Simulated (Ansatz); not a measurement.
**KF: from C11, C12, C44 to the moduli of a polycrystal**

The cell as given, ahead of any relaxation:

Symmetry: Fm-3m, No. 225, cubic system. Conventional cell: a = 5.344 Å, b = 5.344 Å, c = 5.344 Å, α = 90.00°, β = 90.00°, γ = 90.00°. Around K (site symmetry m-3m) lie 6 F at 2.67 Å. F (site symmetry m-3m) is surrounded by 6 K at 2.67 Å.

Constants in GPa on the cubic axes, for the cell as given (19.07 Å³ an atom), where symmetry holds the atoms; no spin polarisation, no spin-orbit coupling. Meshes are those of the run's cell of 8 atoms. Ansatz's plane-wave pressures hold its Pulay term. Occupations: fixed (run 1). Space group Fm-3m.

```csv
run,level,program and potentials,k mesh,cell,C11,C12,C44
1,PBE+D3(BJ)+ATM,"Ansatz, Ansatz PAW, 420 eV",4 × 4 × 4,"as given, 0.20 GPa",71.2,13.9,12.9
```

Q: Work out the bulk, shear and Young's moduli of a random polycrystal, Poisson's ratio and the anisotropy, and test the cell's stability.

A: From the values as printed: B = (C11 + 2 C12)/3 = 33.0 GPa. Voigt: G_V = (C11 - C12 + 3 C44)/5 = 19.2; Reuss: G_R = 5 C44 (C11 - C12)/[4 C44 + 3 (C11 - C12)] = 16.5; Hill's mean, from the unrounded bounds, G = 17.9 GPa. Young's modulus E = 9BG/(3B + G) = 45.5 GPa, Poisson's ratio ν = (3B - 2G)/[2(3B + G)] = 0.270. Zener's ratio 2 C44/(C11 - C12) = 0.45, so the crystal is stiffest along ⟨100⟩ and softest along ⟨111⟩. C11 > |C12|, C11 + 2 C12 > 0 and C44 > 0 hold, so the cell is stable against small uniform strains, which says nothing of soft phonons.
